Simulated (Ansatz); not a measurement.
## SiO$_{2}$: energy along a strain

SiO$_{2}$, P4_2/mnm, a = 4.236 Å, c = 2.690 Å. This isn't the usual stable structure of the compound. Ansatz: PBE, PAW, 420 eV, Γ-centred 6×6×8 mesh on 6 atoms, Gaussian smearing 0.05 eV; no spin polarisation. Cell vectors (Å): 4.236 0.000 0.000; 0.000 4.236 0.000; 0.000 0.000 2.690. The cell is strained by x per cent times the pattern (0 1 0 0 0 0) in the order xx yy zz yz xz xy (engineering shears), with fractional coordinates held. y is the free energy over the start, V0 = 8.047 Å³/atom.

```tsv
x (%)	y (meV/atom)
-4.00	?
-3.00	11.47
-2.00	5.02
-1.00	1.24
0.00	0.00
1.00	1.22
2.00	4.72
3.00	10.48
3.50	14.17
4.00	18.37
```

Q: Fit y = c2 x² + c3 x³ to the other rows, get the stiffness along the pattern, and predict the missing energy.

A: Least squares on the rows shown. y = 1.2199 x² − 0.018048 x³. The clamped-ion stiffness p·C·p = 2 × 12.20 eV × 160.2 / 8.047 Å³ = 486 GPa, which is C22 in these axes. At x = -4.00 the fit asked for gives 20.67 meV/atom. The run gave 20.69 meV/atom, so the fit is 0.02 meV/atom too low, a small miss on the scale of the series.